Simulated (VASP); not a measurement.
# InPd (Fm-3m) in VASP: notebook

The runs below take InPd through relaxation of cell and atoms, relaxation of shape and atoms at fixed volume, with vdW-DF-cx, rev-vdW-DF2, LDA.

All numbers are computed with VASP 6.6.1; they aren't measurements. Logs are shortened: lines on timing, memory, paths and dates and some standing lists are left out, and cuts for length are marked.

### Step 1. The structure

Symmetry: Fm-3m, No. 225, cubic system. Conventional cell: a = 5.492 Å, b = 5.492 Å, c = 5.492 Å, α = 90.00°, β = 90.00°, γ = 90.00°. In (site symmetry m-3m) has 6 Pd at 2.75 Å as nearest neighbours. Around Pd (site symmetry m-3m) lie 6 In at 2.75 Å.

The cell was built by a generator and needn't be a form met in nature.

### Step 2. Relaxation of cell and atoms, vdW-DF-cx

File INCAR:

```
PREC = Accurate ; ENCUT = 600
EDIFF = 1E-7 ; ISMEAR = -1
SIGMA = 0.05 ; LREAL = F
LASPH = T ; NELM = 80
ALGO = Fast ; ISIF = 3
LWAVE = F ; LCHARG = F
GGA = CX ; LUSE_VDW = T
AGGAC = 0.0 ; IBRION = 2
NSW = 60 ; EDIFFG = -0.005
```

File KPOINTS:

```
Automatic mesh
0
Gamma
  8 8 8
```

File POSCAR:

```
InPd
1.0
    0.0000000000      2.7460700000      2.7460700000
    2.7460700000      0.0000000000      2.7460700000
    2.7460700000      2.7460700000      0.0000000000
In Pd
1 1
Direct
    0.0000000000      0.0000000000      0.0000000000
    0.5000000000      0.5000000000      0.5000000000
```

Potentials or basis: VASP PAW PBE potentials, release 64 (In_d, Pd).

On the command line:

```console
cat potpaw_PBE.64/In_d/POTCAR potpaw_PBE.64/Pd/POTCAR > POTCAR
mpirun -np 1 vasp_std > vasp.out
```

OUTCAR:

```text
PREC = Accurate
   ENCUT = 600
   EDIFF = 1E-7
   ISMEAR = -1
   LREAL = F
   LASPH = T
   NELM = 80
   ISIF = 3
   GGA = CX
   IBRION = 2
   NSW = 60
   EDIFFG = -0.005

 ion  position               nearest neighbor table
   1  0.000  0.000  0.000-   2 2.75   2 2.75   2 2.75   2 2.75   2 2.75   2 2.75
   2  0.500  0.500  0.500-   1 2.75   1 2.75   1 2.75   1 2.75   1 2.75   1 2.75

  LATTYP: Found a face centered cubic cell.
 ALAT       =     5.4921400000

  Lattice vectors:

 A1 = (   0.0000000000,   2.7460700000,   2.7460700000)
 A2 = (   2.7460700000,   0.0000000000,   2.7460700000)
 A3 = (   2.7460700000,   2.7460700000,   0.0000000000)

Analysis of symmetry for initial positions (statically):
=====================================================================
 Subroutine PRICEL returns:
 Original cell was already a primitive cell.

 Routine SETGRP: Setting up the symmetry group for a
 face centered cubic supercell.

 Subroutine GETGRP returns: Found 48 space group operations
 (whereof 48 operations were pure point group operations)
 out of a pool of 48 trial point group operations.

The static configuration has the point symmetry O_h .

Analysis of symmetry for dynamics (positions and initial velocities):
=====================================================================
 Subroutine PRICEL returns:
 Original cell was already a primitive cell.

 Routine SETGRP: Setting up the symmetry group for a
 face centered cubic supercell.

 Subroutine GETGRP returns: Found 48 space group operations
 (whereof 48 operations were pure point group operations)
 out of a pool of 48 trial point group operations.

The dynamic configuration has the point symmetry O_h .

 Subroutine INISYM returns: Found 48 space group operations
 (whereof 48 operations are pure point group operations),
 and found     1 'primitive' translations

----------------------------------------------------------------------------------------

                                     Primitive cell

  volume of cell :      41.4157

  direct lattice vectors                    reciprocal lattice vectors
     0.000000000  2.746070000  2.746070000    -0.182078388  0.182078388  0.182078388
     2.746070000  0.000000000  2.746070000     0.182078388 -0.182078388  0.182078388
     2.746070000  2.746070000  0.000000000     0.182078388  0.182078388 -0.182078388

  length of vectors
     3.883529437  3.883529437  3.883529437     0.315369020  0.315369020  0.315369020

  position of ions in fractional coordinates (direct lattice)
     0.000000000  0.000000000  0.000000000
     0.500000000  0.500000000  0.500000000

  ion indices of the primitive-cell ions
   primitive index   ion index
                 1           1
                 2           2

----------------------------------------------------------------------------------------

 KPOINTS: Automatic mesh

Automatic generation of k-mesh.
 Grid dimensions read from file:
 generate k-points for:    8    8    8

 Generating k-lattice:

  Cartesian coordinates                     Fractional coordinates (reciprocal lattice)
    -0.022759799  0.022759799  0.022759799     0.125000000  0.000000000  0.000000000
     0.022759799 -0.022759799  0.022759799     0.000000000  0.125000000  0.000000000
     0.022759799  0.022759799 -0.022759799     0.000000000  0.000000000  0.125000000

  Length of vectors
     0.039421127  0.039421127  0.039421127

  Shift w.r.t. Gamma in fractional coordinates (k-lattice)
     0.000000000  0.000000000  0.000000000

 Subroutine IBZKPT returns following result:
 ===========================================

 Found     29 irreducible k-points:

 Following reciprocal coordinates:
            Coordinates               Weight
  0.000000  0.000000  0.000000      1.000000
  0.125000  0.000000  0.000000      8.000000
  0.250000  0.000000  0.000000      8.000000
  0.375000  0.000000  0.000000      8.000000
  0.500000  0.000000  0.000000      4.000000
  0.125000  0.125000  0.000000      6.000000
[... 16 lines left out ...]
  0.500000  0.250000  0.125000     48.000000
 -0.375000  0.250000  0.125000     24.000000
 [... further k-points ...]
   k-points           NKPTS =     29   k-points in BZ     NKDIM =     29   number of bands    NBANDS=     15
   number of dos      NEDOS =    301   number of ions     NIONS =      2
   total plane-waves  NPLWV =  32768
   dimension x,y,z NGX =    32 NGY =   32 NGZ =   32
   dimension x,y,z NGXF=    64 NGYF=   64 NGZF=   64
   ions per type =               1   1
   NGX,Y,Z   is equivalent  to a cutoff of  13.70, 13.70, 13.70 a.u.
   NGXF,Y,Z  is equivalent  to a cutoff of  27.40, 27.40, 27.40 a.u.
 SYSTEM =  unknown system
   PREC   = accura    normal or accurate (medium, high low for compatibility)
   ISTART =      0    job   : 0-new  1-cont  2-samecut
   ICHARG =      2    charge: 1-file 2-atom 10-const
   ISPIN  =      1    spin polarized calculation?
   LNONCOLLINEAR =      F non collinear calculations
   LSORBIT =      F    spin-orbit coupling
   LASPH  =      T    aspherical Exc in radial PAW
   ENCUT  =  600.0 eV  44.10 Ry    6.64 a.u.   7.76  7.76  7.76*2*pi/ulx,y,z
   NELM   =     80;   NELMIN=  2; NELMDL= -5     # of ELM steps
   EDIFF  = 0.1E-06   stopping-criterion for ELM
   LREAL  =      F    real-space projection
   EDIFFG = -.5E-02   stopping-criterion for IOM
   NSW    =     60    number of steps for IOM
   IBRION =      2    ionic relax: 0-MD 1-quasi-New 2-CG
   NFREE  =      1    steps in history (QN), initial steepest desc. (CG)
   ISIF   =      3    stress and relaxation
   ISYM   =      2    0-nonsym 1-usesym 2-fastsym
   POTIM  = 0.5000    time-step for ionic-motion
   TEBEG  =    0.0;   TEEND  =   0.0 temperature during run
   PSTRESS=    0.0 pullay stress
   NELECT =      23.0000    total number of electrons
   NUPDOWN=      -1.0000    fix difference up-down
   EMIN   =  10.00;   EMAX   =-10.00  energy-range for DOS
   EFERMI =   0.00;   METHOD = LEGACY
   ISMEAR =    -1;   SIGMA  =   0.05  broadening in eV -4-tet -1-fermi 0-gaus
   EFERMI_NEDOS =   21; number of points for ismear=-14 and -15
   IALGO  =     68    algorithm
   IMIX   =      4    mixing-type and parameters
     AMIX     =   0.40;   BMIX     =  1.00
     AMIX_MAG =   1.60;   BMIX_MAG =  1.00
  volume/ion in A,a.u.               =      20.71       139.74
  Fermi-wavevector in a.u.,A,eV,Ry     =   1.345641  2.542893 24.636741  1.810749
  Thomas-Fermi vector in A             =   2.473537
   LORBIT       =      0    0 simple, 1 ext, 2 COOP (PROOUT), +10 PAW based schemes
   GGA     = CX    functional components
   LHFCALC =     F    Hartree Fock is set to
   AEXX    =    0.0000 exact exchange contribution
   IVDW_NL    =     1    kernel type
   BPARAM     = 6.3000
   IVDW    =     0    specifies the selected vdW correction
   LEPSILON=     F    determine dielectric tensor
   LRPA    =     F    only Hartree local field effects (RPA)
 conjugate gradient relaxation of ions
 non-spin polarized calculation
 RMM-DIIS sequential band-by-band and
  energy-cutoff  :      600.00
  volume of cell :       41.42
 maximum number of plane-waves:      1411
   NGX = 15   NGY = 15   NGZ = 15

--------------------------------------- Ionic step        1  -------------------------------------------

 number of electron      22.9999996 magnetization

 Free energy of the ion-electron system (eV)
  ---------------------------------------------------
  ext. energy  EPLUGINS =         0.00000000
  ---------------------------------------------------
  free energy    TOTEN  =        -2.59245968 eV

  energy without entropy =       -2.58255768  energy(sigma->0) =       -2.58750868

------------------------ aborting loop because EDIFF is reached ----------------------------------------

  FORCE on cell =-STRESS in cart. coord.  units (eV):
  Direction    XX          YY          ZZ          XY          YZ          ZX
  --------------------------------------------------------------------------------------
  -------------------------------------------------------------------------------------
  Total       -1.0909290     -1.0909290     -1.0909290     -0.0000000      0.0000000      0.0000000
  in kB      -42.2028951    -42.2028951    -42.2028951     -0.0000000      0.0000000      0.0000000
  external PRESSURE =     -42.2028951 kB  Pullay stress =       0.0000000 kB
[... 175 lines left out ...]
Total vdW correction in eV:      4.4138534

--------------------------------------- Ionic step        6  -------------------------------------------

 number of electron      23.0000003 magnetization

 Free energy of the ion-electron system (eV)
  ---------------------------------------------------
  ext. energy  EPLUGINS =         0.00000000
  ---------------------------------------------------
  free energy    TOTEN  =        -2.61862138 eV

  energy without entropy =       -2.60960871  energy(sigma->0) =       -2.61411504

 E-fermi :   8.6656     XC(G=0): -11.5797

 val. band max:        8.6571343115   @ k =   0.5000   0.5000   0.0000
 cond. band min:       8.6746357107   @ k =  -0.3750   0.5000   0.1250
 fundamental gap:      0.0175013992
 Fermi energy:         8.6655599981

 k-point     1 :       0.0000    0.0000    0.0000
  band No.  band energies     occupation
      1      -5.9687      2.00000
      2      -5.9687      2.00000
      3      -5.8561      2.00000
      4      -5.8561      2.00000
      5      -5.8561      2.00000
      6      -0.5068      2.00000
      7       5.6512      2.00000
      8       5.6512      2.00000
      9       5.6512      2.00000
     10       5.9421      2.00000
     11       5.9421      2.00000
     12      14.1718      0.00000
     13      14.1718      0.00000
     14      14.1718      0.00000
     15      17.4297      0.00000
[... 397 lines left out ...]
 k-point    24 :      -0.3750    0.2500    0.1250
  band No.  band energies     occupation
      1      -5.9275      2.00000
      2      -5.8732      2.00000
      3      -5.8111      2.00000
      4      -5.7726      2.00000
      5      -5.7211      2.00000
      6       2.9465      2.00000
      7       4.1538      2.00000
      8       5.0857      2.00000
      9       5.1285      2.00000
     10       6.0865      2.00000
     11       6.5617      2.00000
     12       7.2850      2.00000
     13      11.8681      0.00000
     14      12.0740      0.00000
     15      17.2347      0.00000

 [... further k-points ...]

------------------------ aborting loop because EDIFF is reached ----------------------------------------

  FORCE on cell =-STRESS in cart. coord.  units (eV):
  Direction    XX          YY          ZZ          XY          YZ          ZX
  --------------------------------------------------------------------------------------
  -------------------------------------------------------------------------------------
  Total        0.0032764      0.0032764      0.0032764     -0.0000000     -0.0000000      0.0000000
  in kB        0.1328417      0.1328417      0.1328417     -0.0000000     -0.0000000      0.0000000
  external PRESSURE =       0.1328417 kB  Pullay stress =       0.0000000 kB
[... 17 lines left out ...]
  FREE ENERGIE OF THE ION-ELECTRON SYSTEM (eV)
  ---------------------------------------------------
  free  energy   TOTEN  =        -2.6186213767 eV

  energy  without entropy=       -2.6096087109  energy(sigma->0) =       -2.61411504

Total vdW correction in eV:      4.4127706

 reached required accuracy - stopping structural energy minimisation
```

Wall time 4.1 min (1 thread of AMD EPYC 9R45 (Zen 5), shared host); peak memory 0.37 GiB.

Results:

```
Free energy                            : -2.6186 eV
Relaxed volume                         : 19.76 Å³/atom
Relaxed cell                           : a = 3.823 Å, b = 3.823 Å, c = 3.823 Å, α = 60.00°, β = 60.00°, γ = 60.00°
Space group after relaxing (to 0.05 Å) : Fm-3m (No. 225)
Energy gained by relaxing              : 13.1 meV/atom
Ionic steps                            : 6
Pressure after relaxing                : 0.0 GPa
Band gap on the k mesh                 : none (metal or under the smearing width)
```

Step by step:
```
step  energy change (eV)  largest force (eV/Å)  pressure (GPa)  volume (Å³)
   1              0.0000                0.0000           -4.22        41.42
   2             -0.0120                0.0000            3.64        38.23
   3             -0.0262                0.0000           -0.04        39.53
   4             -0.0262                0.0000            0.08        39.49
   5             -0.0262                0.0000           -0.05        39.54
   6             -0.0262                0.0000            0.01        39.52
```

Final structure:
```
In Pd
1.0
     0.00000    2.70343    2.70343
     2.70343    0.00000    2.70343
     2.70343    2.70343    0.00000
In Pd
1 1
Direct
  0.00000 0.00000 0.00000
  0.50000 0.50000 0.50000
```

Levels at points of the mesh, in eV from the Fermi level:
```
           k point  band 9  band 10  band 11  band 12  band 13  band 14
(0.00, 0.00, 0.00)   -3.01    -2.72    -2.72     5.51     5.51     5.51
(0.50, 0.00, 0.00)   -3.82    -2.62    -2.62    -1.48     7.50     7.54
(0.50, 0.50, 0.00)   -2.51    -2.39    -2.39    -0.01     1.40     1.40
```

Caveat: the PAW data sets were made with another functional, which shifts forces and pressure a little.

### Step 3. Relaxation of cell and atoms, rev-vdW-DF2

File INCAR:

```
PREC = Accurate ; ENCUT = 600
EDIFF = 1E-7 ; ISMEAR = -1
SIGMA = 0.05 ; LREAL = F
LASPH = T ; NELM = 80
ALGO = Fast ; ISIF = 3
LWAVE = F ; LCHARG = F
GGA = MK ; LUSE_VDW = T
AGGAC = 0.0 ; PARAM1 = 0.1234
PARAM2 = 0.711357 ; ZAB_VDW = -1.8867
IBRION = 2 ; NSW = 60
EDIFFG = -0.005
```

KPOINTS is that of step 2.

POSCAR is that of step 2.

Potentials or basis: VASP PAW PBE potentials, release 64 (In_d, Pd).

On the command line:

```console
cat potpaw_PBE.64/In_d/POTCAR potpaw_PBE.64/Pd/POTCAR > POTCAR
mpirun -np 1 vasp_std > vasp.out
```

It took 2.5 min on 1 thread of AMD EPYC 9R45 (Zen 5), shared host; peak memory 0.37 GiB.

Results (log left out):

```
Free energy                            : -2.9831 eV
Relaxed volume                         : 20.23 Å³/atom
Relaxed cell                           : a = 3.853 Å, b = 3.853 Å, c = 3.853 Å, α = 60.00°, β = 60.00°, γ = 60.00°
Space group after relaxing (to 0.05 Å) : Fm-3m (No. 225)
Energy gained by relaxing              : 3.1 meV/atom
Ionic steps                            : 3
Pressure after relaxing                : 0.0 GPa
Band gap on the k mesh                 : none (metal or under the smearing width)
```

Step by step:
```csv
step,energy change (eV),largest force (eV/Å),pressure (GPa),volume (Å³)
1,0.0000,0.0000,-2.05,41.42
2,-0.0035,0.0000,1.47,39.85
3,-0.0063,0.0000,0.01,40.46
```

Final structure:
```xyz
2
Lattice="0.0000 2.7247 2.7247 2.7247 0.0000 2.7247 2.7247 2.7247 0.0000" Properties=species:S:1:pos:R:3 pbc="T T T"
In    0.0000    0.0000    0.0000
Pd    2.7247    2.7247    2.7247
```

Levels at points of the mesh, in eV from the Fermi level:
| k point | band 7 | band 8 | band 9 | band 10 | band 11 | band 12 | band 13 | band 14 | band 15 |
| --- | --- | --- | --- | --- | --- | --- | --- | --- | --- |
| (0.00, 0.00, 0.00) | -2.91 | -2.91 | -2.91 | -2.65 | -2.65 | 5.42 | 5.42 | 5.42 | 8.90 |
| (0.50, 0.00, 0.00) | -4.99 | -3.69 | -3.69 | -2.53 | -2.53 | -1.43 | 7.40 | 7.40 | 7.46 |
| (0.50, 0.50, 0.00) | -3.38 | -2.60 | -2.44 | -2.31 | -2.31 | -0.03 | 1.44 | 1.44 | 4.72 |

Caveat: the PAW data sets were made with another functional, which shifts forces and pressure a little.

### Step 4. Relaxation of shape and atoms at fixed volume, LDA

File INCAR:

```
ALGO = Fast
EDIFF = 1E-7
EDIFFG = -0.005
ENCUT = 600
IBRION = 2
ISIF = 4
ISMEAR = -1
LASPH = T
LCHARG = F
LREAL = F
LWAVE = F
NELM = 80
NSW = 60
PREC = Accurate
SIGMA = 0.05
```

File KPOINTS:

```
k-points
0
Monkhorst-Pack
  8 8 8
```

POSCAR is that of step 3.

Potentials or basis: VASP PAW LDA potentials, release 64 (In_d, Pd).

On the command line:

```console
cat potpaw_LDA.64/In_d/POTCAR potpaw_LDA.64/Pd/POTCAR > POTCAR
mpirun -np 1 vasp_std > vasp.out
```

Run time: 37 s. Hardware: 1 thread of AMD EPYC 9R45 (Zen 5), shared host; peak memory 0.16 GiB.

The run converged. Its results:

* Free energy: -10.1683 eV
* Pressure after relaxing: -8.0 GPa

Final structure:
```cif
data_structure
_symmetry_space_group_name_H-M 'P 1'
_symmetry_Int_Tables_number 1
_cell_length_a 3.8835
_cell_length_b 3.8835
_cell_length_c 3.8835
_cell_angle_alpha 60.000
_cell_angle_beta 60.000
_cell_angle_gamma 60.000
_cell_volume 41.42
loop_
_atom_site_label
_atom_site_type_symbol
_atom_site_fract_x
_atom_site_fract_y
_atom_site_fract_z
_atom_site_occupancy
In1 In 0.00000 0.00000 0.00000 1
Pd1 Pd 0.50000 0.50000 0.50000 1
```

Levels at points of the mesh, in eV from the Fermi level:
| k point | band 8 | band 9 | band 10 | band 11 | band 12 | band 13 | band 14 | band 15 |
| --- | --- | --- | --- | --- | --- | --- | --- | --- |
| (0.06, 0.06, 0.06) | -2.78 | -2.78 | -2.60 | -2.60 | 4.87 | 5.36 | 5.36 | 8.85 |

Caveat: the relaxation stopped at its first step, so nothing moved.

### Step 5. Overview

```tsv
task	level	potentials or basis	cell	monkhorst-Pack mesh	other keys	gap on the mesh (eV)	pressure (GPa)	relaxed volume (Å³/atom)
relaxation of cell and atoms	vdW-DF-cx	VASP PAW PBE potentials, release 64 (In_d, Pd)	relaxed	-	-	none	0.0	19.76
relaxation of cell and atoms	rev-vdW-DF2	VASP PAW PBE potentials, release 64 (In_d, Pd)	relaxed	-	-	none	0.0	20.23
relaxation of shape and atoms at fixed volume	LDA	VASP PAW LDA potentials, release 64 (In_d, Pd)	relaxed at fixed volume	yes	ISIF = 4; shifted = yes	-	-8.0	-
```

Alike in all rows: no spin polarisation; k mesh 8 × 8 × 8; cutoff (eV) 600; smearing fermi-dirac 0.05 eV.

Caveats: the PAW data sets were made with another functional, which shifts forces and pressure a little (some runs); the relaxation stopped at its first step, so nothing moved (some runs).

Absolute energies hang on the potentials; compare differences alone.
